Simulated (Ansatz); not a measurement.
# FeCo under pressure: fit and missing row

FeCo, Pm-3m, a = 2.802 Å. The structure is a Materials Project entry; whether it is the stable form wasn't checked. Ansatz: PBEsol, PAW, 420 eV, Γ-centred 14×14×14 mesh on 2 atoms, Gaussian smearing 0.10 eV; collinear spin, largest moment 2.7 μB. Cell and atoms are relaxed at each pressure, and no other structure is tried, so the rows at high pressure may lie past a change of phase.

| V (Å³/atom) | P (GPa) |
| --- | --- |
| ? | 60.01 |
| 9.871 | 30.01 |
| 10.349 | 15.00 |
| 10.623 | 8.04 |
| 10.850 | 3.06 |
| 11.002 | -0.04 |
| 11.156 | -3.00 |

Task: Take V0 = 11.002 Å³/atom, count pressures from its P0 = -0.04 GPa, fit the third-order Birch–Murnaghan form to the other rows, and predict the missing volume.

Result: With the Eulerian strain f = ½[(V0/V)^(2/3) − 1] and y = (P − P0)/[3f(1 + 2f)^(5/2)], the form is the line y = B0 + 1.5 B0 (B0′ − 4) f. Rows (f, y): 0.03750, 222.9; 0.02082, 217.4; 0.01182, 214.9; 0.00466, 216.7; -0.00461, 219.0. Means f = 0.01404, y = 218.18; Σ(Δf)² = 0.001037, ΣΔfΔy = 0.1113; the slope is their ratio. y = 216.7 + 107.3 f GPa, so B0 = 216.7 GPa and B0′ = 4 + 2 × (107.3)/(3 × 216.7) = 4.33. P = 60.01 GPa is met at f = 0.06570 (y = 223.75), so V = V0 (1 + 2f)^(−3/2) = 9.142 Å³/atom. The run gave 9.166 Å³/atom, so the fit is 0.024 Å³/atom too low, 1.2 % of the span of the series, against an rms of 0.005 Å³/atom on the fitted rows. The row lies outside the fitted range. The row closest to V0 fixes y poorly, since a few hundredths of a GPa are divided by a small f; without it the line misses by less than half as much. Also, this row ran on the mesh 16×16×16, its neighbour on 14×14×14, which can shift it a little. With a term in f² added B0′ becomes 3.17, so this figure hangs on the form.

Only parallel moments were tried here. The mesh isn't the same in all rows (14×14×14, 16×16×16).

Cost: 7 runs of about 3.3 core-minutes in all, on Intel Xeon Platinum 8488C (Sapphire Rapids) (shared hosts).